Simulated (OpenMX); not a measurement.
# MgO under changes of volume

One of the cells (9.221 Å³/atom); the others are scaled copies at fixed shape and fractional positions:

```
Mg O
1.0
     0.00000    2.09700    2.09700
     2.09700    0.00000    2.09700
     2.09700    2.09700    0.00000
Mg O
1 1
Cartesian
  0.0000 0.0000 0.0000
  2.0970 2.0970 2.0970
```

The cell is a database's computed one.

| Item | Value |
| --- | --- |
| Program | OpenMX 3.8.5 |
| Functional | PBE |
| Potentials or basis | OpenMX 2013 PBE set, Mg7.0-s3p2, O6.0-s2p2, fixed grid of 32 × 32 × 32 points |
| k mesh | 11 × 11 × 11 |
| Occupations | fermi-dirac, width 0.05 eV |
| Spin | no spin polarisation |

```csv
volume (Å³/atom),energy over the lowest point (meV/atom),gap on the mesh (eV)
8.668,94.92,5.72
8.853,66.66,5.49
9.037,43.85,5.27
9.221,26.28,5.05
9.406,13.47,4.84
9.590,?,?
9.775,0.00,4.44
```

Problem. What does the run at 9.590 Å³/atom give?

Solution. Energy over the lowest point 4.77 meV/atom; gap on the mesh 4.64 eV.

Worked out: A Birch-Murnaghan fit of order 3 (a polynomial in V^(-2/3)) to the other rows has its minimum at 9.93 Å³/atom, just outside them, with B0 = V·E''(V) = 155 GPa and B' = 3.7. It gives 4.76 meV/atom at 9.590 Å³/atom, against the run's 4.77. A straight line through the other rows of the gap, of slope -10.7 eV per unit of ln V, gives 4.64 eV, against the run's 4.64.

Energies are extrapolated to zero smearing.

Caveats: an odd mesh through Γ misses points on the zone boundary, where band edges often lie; the basis of atomic orbitals isn't converged, which shifts pressures, moduli and gaps.
